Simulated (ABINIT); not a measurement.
Set up this calculation in ABINIT 10.8.3 (patched build), as the native input.

```yaml
Task: projected density of states
Functional: PBEsol
Potentials_or_basis: JTH PAW PBE v2.0
Cutoff: 544 eV
k_mesh: 8 × 8 × 5
Occupations: fermi-dirac, width 0.05 eV
Spin: no spin polarisation
Hubbard_terms: Zr d U = 6 eV
Double_counting_usepawu: 1
k_mesh_for_the_DOS: 11 × 11 × 7
Fine-grid_cutoff: 1088.46 eV
```

Crystal: ZrS2.

```
CELL_PARAMETERS angstrom
3.69138 0.00000 0.00000
-1.84569 3.19683 0.00000
0.00000 0.00000 6.04108
ATOMIC_POSITIONS crystal
Zr 0.00000 0.00000 0.00000
S 0.33333 0.66667 0.23791
S 0.66667 0.33333 0.76209
```

The cell is a database's computed one.

The input as run:

run.abi

```
ndtset 2

pp_dirpath "./"
pseudos "Zr.GGA_PBE-JTH.xml, S.GGA_PBE-JTH.xml"

acell 3*1.0
rprim
     6.9757020403     0.0000000000     0.0000000000
    -3.4878510202     6.0411351761     0.0000000000
     0.0000000000     0.0000000000    11.4159810467
ntypat 2
znucl 40 16
natom 3
typat 1 2 2
xred
     0.0000000000     0.0000000000     0.0000000000
     0.3333333333     0.6666666667     0.2379099700
     0.6666666667     0.3333333333     0.7620900300

ecut 20.0
pawecutdg 40.0
pawxcdev 0

ixc -116133

occopt 3
tsmear 0.05 eV

usepawu 1
lpawu 2 -1
upawu 6.0 0.0 eV
jpawu 0.0 0.0 eV

nstep 100

iomode 3
prtwf 0
prteig 0
prtebands 0
prtden1 1

kptopt1 1
ngkpt1 8 8 5
nshiftk1 1
shiftk1 0.0 0.0 0.0
nband1 16
tolvrs1 1.0e-9

iscf2 -3
getden2 1
nband2 20
nbdbuf2 4
tolwfr2 1.0e-10
kptopt2 1
ngkpt2 11 11 7
nshiftk2 1
shiftk2 0.0 0.0 0.0
prtdos2 3
dosdeltae2 0.02 eV
natsph 3
iatsph 1 2 3
```

Potentials or basis: JTH PAW PBE v2.0.

Run with:

```bash
$ abinit run.abi > log 2>&1
```

Results of the run:

The pressure is 0.9 GPa and the largest force is 0.205 eV/Å. The band gap on the k mesh is 1.44 eV, indirect (least direct gap 2.13 eV) and the valence electrons inside the program's atomic spheres are Zr 8.77; S 3.60.

Caveat: the PAW data sets were made with another functional, which shifts forces and pressure a little; an odd mesh through Γ misses points on the zone boundary, where band edges often lie; this functional lacks dispersion, which binds the layers, so the pressure and a relaxed spacing across them are unreliable.

Wall time 5.1 min on 1 thread of Arm Neoverse V1, with other jobs on the host, peak memory 0.22 GiB.
